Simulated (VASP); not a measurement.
# BeS: optical spectrum of independent particles, by functional

BeS, F-43m (no. 216), 2 atoms in the cell.

| Functional | ε at zero frequency, electronic | Mean energy of the absorption, weighted by Im ε (eV) | Refractive index at 633 nm | Refractive index at 1064 nm | Direct gap on the mesh (eV) | Time (s) |
|---|---|---|---|---|---|---|
| PBE | 5.77 | 7.77 | 2.48 | 2.43 | 5.68 | 2.4 |
| LDA | 5.95 | 7.65 | 2.52 | 2.46 | 5.55 | 2.0 |
| PBEsol | 5.92 | 7.68 | 2.51 | 2.46 | 5.60 | 2.6 |
| r2SCAN | 5.25 | 8.27 | 2.35 | 2.31 | 6.26 | 15 |
| TB-mBJ | 4.73 | 8.65 | 2.22 | 2.19 | 6.77 | 10 |
| TPSS | 5.55 | 7.98 | 2.42 | 2.38 | 5.85 | 24 |

Limits: The 8×8×8 mesh is coarse for a spectrum: peaks stand apart that a denser mesh merges; the pull between electron and hole is left out; rows 1, 2, 3, 4, 6: the onset follows the functional's gap, which semilocal functionals usually make too small.

## Input of the first row

INCAR:
```
PREC = Accurate
ENCUT = 300
ISMEAR = 0
SIGMA = 0.02
EDIFF = 1E-7
LASPH = True
KPAR = 4
LWAVE = True
LCHARG = False
LOPTICS = True
ALGO = Normal
NBANDS = 20
NEDOS = 2000
CSHIFT = 0.1
GGA = PE
```

KPOINTS:
```
k-points
0
Gamma
  8 8 8
```

POSCAR:
```
BeS
1.0
    0.0000000000      2.4250000000      2.4250000000
    2.4250000000      0.0000000000      2.4250000000
    2.4250000000      2.4250000000      0.0000000000
S Be
1 1
Direct
    0.7500000000      0.7500000000      0.7500000000
    0.0000000000      0.0000000000      0.0000000000
```

Commands:
```
cat potpaw_PBE.64/S/POTCAR potpaw_PBE.64/Be/POTCAR > POTCAR
mpirun -np 4 vasp_std > vasp.out
```

Changes of the last row against the first:
```
- GGA = PE
+ METAGGA = TPSS
+ LMIXTAU = True
```

VASP 6.6.1 took 2.4 s on 4 cores (AMD EPYC 9R45 (Zen 5)), a shared host.
